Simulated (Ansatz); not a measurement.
# SnSe: the cost of one run

Computed with Ansatz 0.2.0 (DFT PBE+D3(BJ), scalar-relativistic, plane waves, PAW, unless a step's input says otherwise).

3 further runs of the same task are left out: 3 set aside as unsound or not needed.

## Step 1: Starting point

It takes space group Fm-3m (No. 225, cubic). Conventional cell: a = 5.978 Å, b = 5.978 Å, c = 5.978 Å, α = 90.00°, β = 90.00°, γ = 90.00°. Around Sn (site symmetry m-3m) lie 6 Se at 2.99 Å. Around Se (site symmetry m-3m) lie 6 Sn at 2.99 Å.

Structure file:

```xyz
4
Lattice="0.0000 -2.9888 -2.9888 0.0000 2.9888 -2.9888 5.9775 0.0000 0.0000" Properties=species:S:1:pos:R:3 pbc="T T T"
Sn    2.9888    0.0000   -2.9888
Sn    0.0000    0.0000    0.0000
Se    0.0000    0.0000   -2.9888
Se    2.9888    0.0000    0.0000
```

It is built from the cell relaxed beforehand with the same method (26.70 Å³/atom).

## Step 2: The reference: the undisturbed cell on the scan's mesh

Contents of input.yaml:

```yaml
crystal:
  lattice:
    - [0.0, -2.9887688397, -2.9887688397]
    - [0.0, 2.9887688397, -2.9887688397]
    - [5.9775376794, 0.0, 0.0]
  atoms:
    - { symbol: Sn, position: [0.5, 0.5, 0.5] }
    - { symbol: Sn, position: [0.0, 0.0, 0.0] }
    - { symbol: Se, position: [0.5, 0.5, 0.0] }
    - { symbol: Se, position: [0.0, 0.0, 0.5] }
basis:
  ecutwfc: 420
kpoints:
  mp_grid: { grid: [8, 8, 6] }
hamiltonian:
  xc: pbe
  dispersion: d3bj
scf:
  occupations: { method: gaussian, width: 0.05 }
output:
  forces: true
  stress: true
  eigenvalues: true
  write_density: true
  write_potential: true
  elf: true
  volumetric_format: npy
```

Launch:

```sh
> ansatz run input.yaml --threads 2 --pin off --max-ram 5120MiB --backend cpu --events-out ev --progress --plain --runs-dir out
```

Q: Estimate wall time and peak memory on 2 threads of AMD EPYC (Zen 3), shared host.

About 13 s, with a peak of 0.51 GiB.
